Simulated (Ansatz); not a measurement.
## C (bcc): energy against volume

Method: DFT, revPBE, plane waves (420 eV) with PAW, scalar-relativistic (Ansatz 0.2.0). (PAW data from PBE, frozen cores regenerated.)

The cell is scaled uniformly from the relaxed one, with fractional coordinates and shape fixed. Energies are extrapolated to zero smearing, pressures are those at the given smearing. Magnetic state: spin not included.

A Birch-Murnaghan fit gives V₀ = 6.77 Å³/atom, B₀ = 175 GPa, B₀′ = 4.7.

What are the energy above the minimum and the pressure at 5.979 Å³/atom?

64.0 meV/atom and 28.98 GPa as computed.

What are the energy above the minimum and the pressure at 7.067 Å³/atom?

6.6 meV/atom and -6.60 GPa as computed.

What are the energy above the minimum and the pressure at 7.338 Å³/atom?

22.5 meV/atom and -11.43 GPa as computed.
